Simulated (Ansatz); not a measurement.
**Ga: levels along high-symmetry lines**

```
CELL_PARAMETERS angstrom
-1.38440 1.38440 2.31122
1.38440 -1.38440 2.31122
1.38440 1.38440 -2.31122
ATOMIC_POSITIONS crystal
Ga 0.00000 0.00000 0.00000
```

Conventional cell: a = 2.769 Å, b = 2.769 Å, c = 4.622 Å, α = 90.00°, β = 90.00°, γ = 90.00°. Ga (atom 1) is surrounded by 12 Ga at 2.77 to 3.03 Å.

The cell is the one relaxed in the Materials Project (mp-140), not relaxed further here; entries there can be hypothetical.

These are results of Ansatz 0.2.0, DFT, LDA, all-electron LAPW, scalar-relativistic, not measurements.

Sampling and basis: a Γ-centred 18×18×18 k mesh, Fermi–Dirac smearing of 0.05 eV, basis error target 0.5 meV/atom, no spin polarisation.

Points in fractions of the reciprocal vectors of this cell: Γ (0, 0, 0), X (0, 0, 0.5), P (0.25, 0.25, 0.25), N (0, 0.5, 0), M (0.5, 0.5, -0.5), S (0.34, 0.66, -0.34), S0 (-0.34, 0.34, 0.34). The path joins them by straight lines in the order Γ–X–P–N–Γ–M–S–S0–Γ; legs that retrace an earlier one aren't tabulated. Energies are in eV from the Fermi level.

Question: Is there a gap?

Answer: none: with an odd electron count and no spin polarisation the bands can't all be full, a metal in this set-up (spin order or a larger cell could open a gap).

Question: List the levels between -8 and 6 eV at the symmetry points.

Answer: 
Γ: none in this range
X: -1.93, -1.00, 3.75, 5.09
P: -0.41, 0.00 (×2), 2.40
N: -4.93, -4.14
M: -4.53, -3.86
S: -3.15, -1.58, -1.42
S0: -3.15, -1.58, -1.42
